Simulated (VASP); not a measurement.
**As: single point with PBE**

The system is As.

```
As
1.0
    -1.68398    1.68398    1.68398
     1.68398   -1.68398    1.68398
     1.68398    1.68398   -1.68398
As
1
Direct
  0.00000 0.00000 0.00000
```

This isn't the form of As at room conditions, which is rhombohedral.

The cell isn't the ideal one: cell and atoms relaxed from a first guess.

```json
{
 "Program": "VASP 6.6.1",
 "Task": "single point",
 "Functional": "PBE",
 "Potentials or basis": "VASP PAW PBE potentials, release 64 (As)",
 "Cutoff": "520 eV",
 "k mesh": "16 × 16 × 16",
 "Occupations": "fermi-dirac, width 0.05 eV",
 "Spin": "no spin polarisation",
 "Dipole correction": "no",
 "Further INCAR settings": "ALGO = Fast; EDIFF = 1e-06; NBANDS = 8"
}
```

The pressure is 0.1 GPa and the band gap on the k mesh is none (metal or under the smearing width).

Levels at points of the mesh, in eV from the Fermi level:
```tsv
k point	band 1	band 2	band 3	band 4	band 5
(0.00, 0.00, 0.00)	-14.94	5.96	5.96	5.96	13.11
(0.50, 0.00, 0.00)	-10.23	-6.38	2.02	4.42	7.80
(0.50, 0.50, 0.50)	-6.60	-2.13	-2.13	-2.13	3.79
```

Run time: 5.3 s on 1 thread of Intel(R) Xeon(R) 6975P-C (Granite Rapids), on a shared host, peak memory 0.14 GiB.
